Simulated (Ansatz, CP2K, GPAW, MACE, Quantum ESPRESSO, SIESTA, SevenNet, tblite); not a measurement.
## Bare YIn3 nanowire along [111] (31 atoms): runs against a plane-wave reference

The cell holds 31 atoms: 24 In and 7 Y. Its edges and angles: a = 21.758 Å, b = 21.390 Å, c = 7.967 Å, α = 90.0°, β = 90.0°, γ = 90.0°. It derives from YIn3 (Cu3Au-type). Round section of size parameter 5.53 Å cut from Cu3Au-type YIn3 (cell 4.6, 4.6, 4.6, 90, 90, 90) along [111], 1 period, 12 Å of vacuum; not relaxed, displaced by a Gaussian of 0.02 Å. Then every atom was moved at random, 0.05 Å r.m.s. a Cartesian component. Vacuum lies along a and b. The structure repeats along c.

Geometry: as built.

The reference, a calculation:

| Property | Result |
| --- | --- |
| method | Kohn-Sham DFT, PBE, PAW, plane waves (Ansatz 0.2.0); cutoff 420 eV, Γ point, fermi-dirac smearing of 0.05 eV; PAW set soft_2 |
| r.m.s. force component | 0.2829 eV/Å |
| longest force | 1.103 eV/Å |
| SCF cycles | 11 |
| time | 14 s on 8 threads of Arm Neoverse V2, shared host |
| CPU time | 1.7 min |

Runs, in no order:
A. GPAW PBE, plane waves 450 eV: Kohn-Sham DFT, PBE, PAW, plane waves
B. MACE MP-0b3 medium potential: machine-learned interatomic potential MACE MP-0b3 medium, trained on PBE(+U) plane-wave data
C. MACE MP-0b2 small potential: machine-learned interatomic potential MACE MP-0b2 small, trained on PBE(+U) plane-wave data
D. GPAW PBE, LCAO dzp, h 0.2 Å: Kohn-Sham DFT, PBE, PAW, atomic orbitals (dzp)
E. CP2K r2SCAN, SCAN potentials, DZVP-UZH(SCAN), 600/50 Ry, diagonalisation: Kohn-Sham DFT, r2SCAN, GTH-SCAN pseudopotentials, Gaussian and plane waves, DZVP-MOLOPT (UZH set), diagonalisation

**Question.** Rank the runs by how far their forces lie from the reference's, least first.

A, D, E, B, C.

| run | Δ force, r.m.s. (meV/Å) | share of r.m.s. force (%) | CPU time |
| --- | --- | --- | --- |
| A. GPAW PBE, plane waves 450 eV | 13.5 | 4.79 | 9.2 min |
| D. GPAW PBE, LCAO dzp, h 0.2 Å | 28.3 | 10.0 | 3.2 min |
| E. CP2K r2SCAN, SCAN potentials, DZVP-UZH(SCAN), 600/50 Ry, diagonalisation | 80.1 | 28.3 | 23 min |
| B. MACE MP-0b3 medium potential | 124 | 44.0 | 6.6 s |
| C. MACE MP-0b2 small potential | 182 | 64.5 | 5.6 s |

The electron count is odd in these runs, and they have no spin polarisation, so the unpaired electron is spread evenly over both spins. Machine-learned potentials mimic data converged in k, so the reference's own k-point error enters their differences. The electron count is odd and the run has no spin polarisation, so levels at the top are partly filled by construction. The electronic-structure runs sample only Γ, in a cell whose periodic width is 8 Å, which is coarse for a cell with partly filled levels.

[Hosts, paths, dates, database ids (printed as entryN), source tags and the programs' standing remarks are cut or masked in the printed files.]
